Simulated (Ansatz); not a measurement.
The calculation used DFT PBE, scalar-relativistic, plane waves, PAW in Ansatz 0.2.0. Settings: cutoff 420 eV, Γ-centred meshes spaced at most about 0.3 Å⁻¹, and about 0.25 Å⁻¹ or finer for metals (2π included), Gaussian smearing. No spin polarisation in the final relaxations.

All energies are static (0 K, no zero-point motion).

Compare these two cells of As, each relaxed at this level.

A.

Space group P6/mmm (No. 191). a = 2.906 Å, b = 2.906 Å, c = 5.498 Å, α = 90.00°, β = 90.00°, γ = 120.00°
```csv
atom,site,symmetry,x,y,z
As,2e,6mm,0.0000,0.0000,0.7458
```

B.

Space group P6/mmm (No. 191). a = 4.566 Å, b = 4.566 Å, c = 2.830 Å, α = 90.00°, β = 90.00°, γ = 120.00°
```csv
atom,site,symmetry,x,y,z
As,2d,-6m2,0.6667,0.3333,0.5000
```

Problem. Which would you expect to be lower, and how large is the difference?

Solution. B is lower, by 58 meV/atom. A has space group P6/mmm (No. 191), 20.1 Å³/atom and no gap on its mesh; B has space group P6/mmm (No. 191), 25.6 Å³/atom and no gap. Counting all near atoms (those within 1.25 times the shortest such distance or 1.15 times the sum of covalent radii, 1.27 where that leaves under three), A has As 8 and B has As 5. The lower one is the more open, so pressure narrows the difference. In A, As has 8 As at 2.70–2.91 Å. In B, around As lie 3 As at 2.64 Å and 2 As at 2.83 Å. Both come from invented guesses. The part of the Crystallography Open Database at hand lists As in space groups No. 64, 166; no cell shown has one of them.

Cells relaxed within their symmetry can be saddle points.
